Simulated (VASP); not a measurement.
A run of VASP 6.6.1 is set up as follows.

The input INCAR:

```
PREC     = Accurate       # precision mode
ENCUT    = 520            # plane-wave cutoff, eV
EDIFF    = 1E-7           # SCF threshold, eV
ISMEAR   = 0              # smearing method
SIGMA    = 0.02           # smearing width, eV
LREAL    = False          # projectors in reciprocal space
LASPH    = True           # aspherical terms in the spheres
NELM     = 150            # most SCF steps
ALGO     = Normal         # electronic algorithm
ISIF     = 2              # what is computed and relaxed
LWAVE    = False          # write WAVECAR
LCHARG   = False          # write CHGCAR
MAGMOM   = 0 0 0 0 0 0    # initial moments
LORBIT   = 11             # projections on sites
LSORBIT  = True           # spin-orbit coupling
GGA_COMPAT= False        
LORBMOM  = True         
GGA      = PE             # functional
NBANDS   = 20             # bands
```

Contents of KPOINTS:

```
regular mesh
0
Gamma
  8 8 8
```

Contents of POSCAR:

```
MgSe
1.0
    0.0000000000      2.7544736754      2.7544736754
    2.7544736754      0.0000000000      2.7544736754
    2.7544736754      2.7544736754      0.0000000000
Mg Se
1 1
Direct
    0.0000000000      0.0000000000      0.0000000000
    0.5000000000      0.5000000000      0.5000000000
```

Potentials or basis: VASP PAW PBE potentials, release 64 (Mg, Se).

Launch:

```console
$ cat potpaw_PBE.64/Mg/POTCAR potpaw_PBE.64/Se/POTCAR > POTCAR
$ mpirun -np 1 vasp_ncl > vasp.out
```

**Question.** Estimate the pressure.

**Answer.** -0.1 GPa.

**Question.** What does it give for the net moment?

**Answer.** 0.00 μB per cell.

Moments on the atoms (μB; x, y, z):
```
Mg  0.00 0.00 0.00
Se  0.00 0.00 0.00
```
